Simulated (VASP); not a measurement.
Runs of VASP 6.6.1 on SiNi. The structure is orthorhombic, space group Pnma (No. 62). Conventional cell: a = 5.173 Å, b = 3.338 Å, c = 5.605 Å, α = 90.00°, β = 90.00°, γ = 90.00°. Ni (site symmetry m) has 6 Si at 2.28 to 2.40 Å as nearest neighbours. Si (site symmetry m) is surrounded by 6 Ni at 2.28 to 2.40 Å. 

| task | cell | k mesh | cutoff (eV) | smearing | k mesh for the DOS | occupations for the DOS | mesh quality | gap on the mesh (eV) | pressure (GPa) | moment (μB) | largest force (eV/Å) |
| --- | --- | --- | --- | --- | --- | --- | --- | --- | --- | --- | --- |
| single point | as given | 5 × 8 × 5 | 520 | fermi-dirac 0.05 eV | - | - | not flagged | none | 1.8 | 0.00 | (a) |
| phonons | relaxed | 3 × 5 × 3 | 600 | gaussian 0.02 eV | - | - | coarse | - | - | 0.00 | - |
| density of states | as given | 4 × 6 × 4 | 520 | gaussian 0.02 eV | 6 × 9 × 6 | tetrahedron | not flagged | - | - | 0.00 | - |
| electron localisation function | as given | 4 × 6 × 4 | 520 | gaussian 0.02 eV | - | - | not flagged | none | 1.8 | 0.00 | 0.03 |

Alike in all rows: level PBE; potentials or basis VASP PAW PBE potentials, release 64 (Ni, Si); spin collinear, ferromagnetic start.

Question: Estimate the missing entries.

Answer: (a) 0.06.

Caveats: some runs use coarse meshes.

A k mesh can miss the band edges.

A gap of «none» marks a metal or a gap under the smearing width.

Not every run made on this cell is shown here.
